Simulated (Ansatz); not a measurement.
**Quadrupolar parameters in Ba2SrTi3O9**

The cell is a computed structure from the Materials Project (it need not be an observed phase).

```
Ba Sr Ti O
1.0
     2.82221   -8.45476    0.00000
     2.82221    8.45476    0.00000
     0.00000    0.00000    4.09804
Ba Sr Ti O
2 1 3 9
Direct
  0.66699 0.33301 0.00502
  0.33301 0.66699 0.00502
  0.00000 0.00000 0.99518
  0.16467 0.83533 0.48626
  0.83533 0.16467 0.48626
  0.50000 0.50000 0.48574
  0.16260 0.83740 0.03552
  0.83740 0.16260 0.03552
  0.50000 0.50000 0.03560
  0.83471 0.67123 0.52704
  0.50000 0.00000 0.52186
  0.16529 0.32877 0.52704
  0.32877 0.16529 0.52704
  0.00000 0.50000 0.52186
  0.67123 0.83471 0.52704
```

Sites (sets of like atoms) are named by element and the number of their first atom in this list.

The numbers come from a DFT calculation in Ansatz (r2SCAN, plane waves and PAW (field gradients read without the response of the frozen cores, which leaves them typically 4 to 6 % off), scalar-relativistic, 500 eV cutoff, Γ-centred 4×4×5 k-points, Fermi–Dirac smearing 0.02 eV).

Conventions: |V_zz| ≥ |V_yy| ≥ |V_xx|, η = (V_xx − V_yy)/V_zz, C_Q = eQV_zz/h. ν_Q = 3|C_Q|/[2I(2I − 1)].

¹³⁵Ba: I = 3/2, Q = 153.0 mb; Sr-87: I = 9/2, Q = 305.0 mb; ⁴⁹Ti: I = 7/2, Q = 247.0 mb; O-17: I = 5/2, Q = -25.58 mb. Q values from Pyykkö, Mol. Phys. 116, 1328 (2018).

```csv
site,atoms (order as listed),first shell,C_Q (MHz),η,ν_Q (MHz)
Ba,"1, 2",12 O at 2.81–2.95 Å,4.28,0.04,2.14
Sr,3,12 O at 2.75–2.93 Å,7.59,0.79,0.316
Ti4,"4, 5",6 O at 1.85–2.25 Å,7.93,0.29,0.566
Ti6,6,6 O at 1.84–2.25 Å,8.84,0.69,0.632
O7,"7, 8","2 Ti at 1.85–2.25 Å, angle 178°; also 1 Sr at 2.75 Å, 3 Ba at 2.83–2.88 Å",-1.27,0.22,0.191
O9,9,"2 Ti at 1.84–2.25 Å, angle 180°; also 2 Ba at 2.83 Å, 2 Sr at 2.83 Å",-1.10,0.44,0.165
O10,"10, 12, 13, 15","2 Ti at 1.98–1.99 Å, angle 170°; also 2 Sr at 2.75–2.93 Å, 2 Ba at 2.82–2.95 Å",-1.77,0.13,0.266
O11,"11, 14","2 Ti at 2.02 Å, angle 172°; also 4 Ba at 2.81–2.91 Å",-2.03,0.32,0.304
```

At O7, O9, O10 and O11 V_zz points along the line of its two bonds (within 3°) in each case. At Ti4 and Ti6 V_zz points along its shortest bond, to O (within 2°) in each case.

At this cell the r2SCAN pressure is -5 GPa, so with r2SCAN the cell would shrink if it were relaxed. The entry's cell may itself be off. The largest force is 0.3 eV/Å, so the atoms aren't at the calculated equilibrium and relaxing them would move these values. Without spin–orbit coupling (the program notes it for Ba and Sr) the gradients are little affected as a rule: paired runs on crystals with a gap mostly move them by under 2 % at such atoms.

The run took 73 s of wall time (73 s of CPU time) and 1.3 GiB at its peak, on 1 thread of Intel Xeon Platinum 8375C CPU @ 2.90GHz (Ice Lake) (x86_64; 16 cores open to the job, memory cap 3.0 GiB, no GPU), a shared host with a load of 0.6 a core.
